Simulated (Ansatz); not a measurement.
**Structure relaxation of Si**

These are results of Ansatz, DFT PBE, scalar-relativistic, plane waves, PAW, not measurements. Cutoff 420 eV, Γ-centred k mesh, Gaussian smearing, no spin polarisation in the final step.

A relaxed cell is given with its space group left out.

```
Si
1.0
     6.95641   -1.93312    0.00000
     6.95641    1.93312    0.00000
    -0.75715    0.00000    6.32023
Si
8
Cartesian
  0.1129 0.0000 5.5247
  13.0428 0.0000 0.7956
  7.2853 0.0000 4.1305
  5.8703 0.0000 2.1897
  2.9185 0.0000 0.3609
  10.2371 0.0000 5.9594
  9.6718 0.0000 3.7016
  3.4839 0.0000 2.6186
```

Energies count from the standard state of Si at the same level.

Question: What space group does it have?

Answer: C2/m (No. 12). Conventional cell: a = 13.913 Å, b = 3.866 Å, c = 6.365 Å, β = 96.8°. Around Si on Wyckoff site i (2 atoms of the primitive cell) lie 4 Si at 2.35–2.39 Å; Si on Wyckoff site i (2 atoms of the primitive cell) is coordinated by 4 Si at 2.39–2.42 Å; Si on Wyckoff site i (2 atoms of the primitive cell) has 4 Si at 2.33–2.35 Å; Si on Wyckoff site i (2 atoms of the primitive cell) has 4 Si at 2.33–2.42 Å.

Question: How far above the standard state of Si does it lie?

Answer: 0.068 eV/atom.

Question: Is it a metal?

Answer: No, the gap on the 10×10×6 mesh is 0.29 eV.

The final run used a 10×10×6 mesh on its 8-atom cell and 0.01 eV smearing.

This form isn't the element's structure at ambient conditions.